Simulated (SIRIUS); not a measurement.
**CdSe (Cadmoselite) under changes of volume**

One of the cells (28.665 Å³/atom); the others are scaled copies at fixed shape and fractional positions:

```
CELL_PARAMETERS angstrom
4.32848 0.00000 0.00000
-2.16424 3.74857 0.00000
0.00000 0.00000 7.06649
ATOMIC_POSITIONS crystal
Cd 0.66667 0.33333 0.50000
Cd 0.33333 0.66667 0.00000
Se 0.66667 0.33333 0.88500
Se 0.33333 0.66667 0.38500
```

| Item | Value |
| --- | --- |
| Program | SIRIUS 7.12.0 |
| Functional | PBE |
| Potentials or basis | all-electron FP-LAPW |
| Cutoff | 181 eV |
| Basis | apw+lo standard |
| k mesh | 7 × 7 × 4 |
| Occupations | fermi-dirac, width 0.05 eV |
| Spin | no spin polarisation |

```tsv
volume (Å³/atom)	energy over the lowest point (meV/atom)	gap on the mesh (eV)
26.416	66.99	0.83
26.978	44.88	0.78
27.540	27.60	0.74
28.665	6.45	0.66
29.227	?	?
29.789	0.00	0.57
```

Question: What does the run at 29.227 Å³/atom give?

Answer: Energy over the lowest point 1.43 meV/atom; gap on the mesh 0.61 eV.

Worked out: A Birch-Murnaghan fit of order 3 (a polynomial in V^(-2/3)) to the other rows has its minimum at 29.79 Å³/atom with B0 = V·E''(V) = 45 GPa and B' = 4.3 at fixed shape and positions, which overstates the stiffness. It gives 1.55 meV/atom at 29.227 Å³/atom, against the run's 1.43. A straight line through the other rows of the gap, of slope -2.13 eV per unit of ln V (its deformation potential), gives 0.61 eV, against the run's 0.61.

Energies are extrapolated to zero smearing.

Spin-orbit coupling on Cd, Se is left out.
